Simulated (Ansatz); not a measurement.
InCuS$_{2}$:
```cif
data_Cu2In2S4
_chemical_formula_sum 'Cu2 In2 S4'
_space_group_name_H-M_alt 'P 1'
_space_group_IT_number 1
_cell_length_a 6.79833
_cell_length_b 6.79833
_cell_length_c 6.79833
_cell_angle_alpha 132.077
_cell_angle_beta 132.077
_cell_angle_gamma 70.108
loop_
_space_group_symop_operation_xyz
  'x, y, z'
loop_
_atom_site_label
_atom_site_type_symbol
_atom_site_fract_x
_atom_site_fract_y
_atom_site_fract_z
_atom_site_occupancy
Cu1 Cu 0.00000 0.00000 0.00000 1
Cu2 Cu 0.75000 0.25000 0.50000 1
In1 In 0.50000 0.50000 0.00000 1
In2 In 0.25000 0.75000 0.50000 1
S1 S 0.37500 0.34666 0.47166 1
S2 S 0.65334 0.12500 0.02834 1
S3 S 0.87500 0.90334 0.52834 1
S4 S 0.09666 0.62500 0.97166 1
```

Relaxed with r²SCAN.

Decompose the optical modes at the zone centre into irreducible representations, and say which are infrared and Raman allowed.

Point group -42m: Γ_opt = A1 + 2A2 + 3B1 + 3B2 + 6E. Infrared: B2, E. Raman: A1, B1, B2, E.

Assign frequencies (DFPT, r²SCAN (plane waves, PAW; program Ansatz); without the LO–TO term).

E 72, B2 80, E 87, B1 93, E 137, B1 153, B2 230, E 240, A2 279, A1 287, E 292, E 311, A2 316, B2 318, B1 320 cm⁻¹.

Subscripts of B labels follow the axes of the standard setting.

Space group I-42d (chalcopyrite). Symmetry was held in the r²SCAN relaxation. No spin polarisation was allowed.

Potentials: the later of the program's two PAW sets.
